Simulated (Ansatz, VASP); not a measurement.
C in VASP and in Ansatz

INCAR

```
  PREC = Accurate
  ENCUT = 520
  EDIFF = 1E-6
  ISMEAR = -1
  SIGMA = 0.1
  LREAL = F
  LASPH = T
  NELM = 80
  ALGO = Normal
  ISIF = 2
  LWAVE = F
  LCHARG = T
  GGA = PS
  IVDW = 13
  LELF = T
  LVHAR = T
  NBANDS = 11
```

File KPOINTS:

```
Automatic mesh
0
Gamma
  14 14 9
```

The input POSCAR:

```
C
1.0
    2.1273200000     -1.2282820000      0.0000000000
    2.1273200000      1.2282820000      0.0000000000
   -1.3790700000      0.0000000000      3.5028300000
C
2
Direct
    0.8333560000      0.8333560000      0.0000930000
    0.1666440000      0.1666440000      0.9999070000
```

Input for Ansatz:

```yaml
crystal:
  lattice:
    - [2.12732, -1.228282, 0.0]
    - [2.12732, 1.228282, 0.0]
    - [-1.37907, 0.0, 3.50283]
  atoms:
    - { symbol: C, position: [0.8333560000000001, 0.8333560000000001, 9.3e-05] }
    - { symbol: C, position: [0.16664399999999996, 0.16664399999999996, 0.999907] }
basis:
  ecutwfc: 450.0
kpoints:
  mp_grid:
    grid: [14, 14, 9]
hamiltonian:
  xc: pbesol
  dispersion: d4
scf:
  occupations:
    method: fermi_dirac
output:
  forces: true
  stress: true
```

This is a stacking variant of graphite.

Alike in both runs: task single point; functional PBEsol; dispersion D4; k mesh 14 × 14 × 9; no spin polarisation.

```csv
,VASP,Ansatz
version,VASP 6.6.1,Ansatz 0.2.0
potentials or method,"VASP PAW PBE potentials, release 64 (C)","plane waves, PAW"
plane-wave cutoff (eV),520,450
occupations,"fermi-dirac, width 0.1 eV",fermi-dirac
valence electrons in the cell,8,8
```

```csv
,VASP,Ansatz,Ansatz less VASP
pressure (GPa),-0.1,-0.7,-0.63
largest component of the traceless stress (GPa),1.27,0.55,-0.725
dispersion energy (meV/atom),-97.7,-97.8,-0.07
```

Caveats: the PAW data sets were made with another functional, which shifts forces and pressure a little (VASP).
